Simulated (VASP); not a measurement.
A run of VASP 6.6.1:

File INCAR:

```
PREC = Accurate ; ENCUT = 520
EDIFF = 1E-6 ; ISMEAR = 0
SIGMA = 0.15 ; LREAL = F
LASPH = T ; NELM = 100
ALGO = Fast ; ISIF = 2
LWAVE = F ; LCHARG = T
GGA = PE ; LELF = T
LVHAR = T ; NBANDS = 11
```

KPOINTS

```
regular mesh
0
Gamma
  18 18 18
```

The input POSCAR:

```
Ca
1.0
   -2.3754849715      2.3754849715      1.8925543720
    2.3754849715     -2.3754849715      1.8925543720
    2.3754849715      2.3754849715     -1.8925543720
Ca
1
Direct
    0.5000000000      0.5000000000      0.0000000000
```

Potentials or basis: VASP PAW PBE potentials, release 64 (Ca_sv).

Run with:

```sh
$ cat potpaw_PBE.64/Ca_sv/POTCAR > POTCAR
$ mpirun -np 1 vasp_std > vasp.out
```

Hardware: 1 thread of Intel(R) Xeon(R) Platinum 8259CL CPU @ 2.50GHz (Skylake/Cascade Lake), with other jobs on the host.

Estimate the wall time of this run.

Run time: 4.5 min on 1 thread of Intel(R) Xeon(R) Platinum 8259CL CPU @ 2.50GHz (Skylake/Cascade Lake) (shared host), peak memory 0.34 GiB. Counts: scf iterations 14, k points 480.
